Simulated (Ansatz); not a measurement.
# Ge3N4: what each run costs

Cell: 14 atoms, space group Fd-3m, a = 5.875 Å, b = 5.875 Å, c = 5.875 Å, α = 60.00°, β = 60.00°, γ = 60.00°.

All runs are DFT with Ansatz 0.2.0 on 1 thread of Arm Neoverse V1 (aarch64; 8 cores open to the job, memory cap 2.5 GiB, no GPU), a shared host.

Problem. Rank the runs by wall time, shortest first.
A. relaxation of the ions, PBE, 420 eV, 6×6×6 k-points, smearing 0.02 eV
B. single point, PBE, 420 eV, 6×6×6 k-points, smearing 0.02 eV
C. single point at relaxed positions, r2SCAN, 500 eV, 6×6×6 k-points, smearing 0.02 eV

Solution. B (19 s, 0.5 GiB), A (27 s, 0.5 GiB), C (39 s, 0.86 GiB).
